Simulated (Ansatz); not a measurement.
# KCl: stiffness from a series of strains

```xyz
2
Lattice="0.0000 3.1561 3.1561 3.1561 0.0000 3.1561 3.1561 3.1561 0.0000" Properties=species:S:1:pos:R:3 pbc="T T T"
K     0.0000    0.0000    0.0000
Cl    3.1561    3.1561    3.1561
```

Atoms are numbered in the order listed.

The cell is a measured one (Crystallography Open Database entry 9003114); the temperature and pressure of the measurement aren't taken into account, and nothing was relaxed.

Method: DFT, PBEsol, all-electron LAPW, scalar-relativistic (Ansatz 0.2.0).

Sampling and basis: a Γ-centred 7×7×7 k mesh, Fermi–Dirac smearing of 0.03 eV, basis error target 0.5 meV/atom, no spin polarisation.

The strain is applied along the Cartesian axes of the cell as listed (γ is the engineering shear, twice εxy = εyz = εzx). Fractional coordinates are held (clamped ions).

σ is the change of stress from the unstrained cell, which is at -0.56 GPa; tension is positive, so slopes are stress–strain coefficients at that pressure.

Only quantities that a quadratic follows smoothly over the whole series are listed; rougher ones are left out.

```
      γ  σxy (GPa)
-0.0200      -0.13
 0.0000       0.00
 0.0100       0.07
 0.0200       0.14
```

Question: Fit the series and read off the stiffness at zero strain.

Answer: Least-squares fits y = p0 + p1 x + p2 x² to the rows give σxy (GPa): p1 = 6.76, p2 = 11. So C44 (clamped ions) = 7 GPa.

Question: One run, at γ = -0.0100, is withheld. Predict its row.

Answer: The fits give -0.07; the run gave -0.06.
